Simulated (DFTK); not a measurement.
The system is KCl (Sylvite).

```
CELL_PARAMETERS angstrom
0.00000 3.14647 3.14647
3.14647 0.00000 3.14647
3.14647 3.14647 0.00000
ATOMIC_POSITIONS crystal
K 0.00000 0.00000 0.00000
Cl 0.50000 0.50000 0.50000
```

Program: DFTK 0.8.2. Alike in all runs: task band structure; no spin polarisation; cell as given; smearing fermi-dirac 0.05 eV.

Problem. Order these runs on this cell by their band gap on the k mesh, lowest first.
A. level TASK; potentials or basis SG15 1.2 (PBE); k mesh 5 × 5 × 5; cutoff (eV) 1225
B. level PBE; potentials or basis SG15 1.2 (PBE); k mesh 7 × 7 × 7; cutoff (eV) 952
C. level r2SCAN; potentials or basis in-house norm-conserving set (r2SCAN, scalar relativistic); k mesh 5 × 5 × 5; cutoff (eV) 1252; SCF solver ScfAndersonSolver

Solution. B (5.19 eV), C (5.83 eV), A (8.49 eV).

Caveats: the program warned that the kinetic-energy density falls under its von Weizsäcker bound, which can give unphysical results (some runs).

A k mesh can miss the band edges.

Not every run made on this cell is shown here.
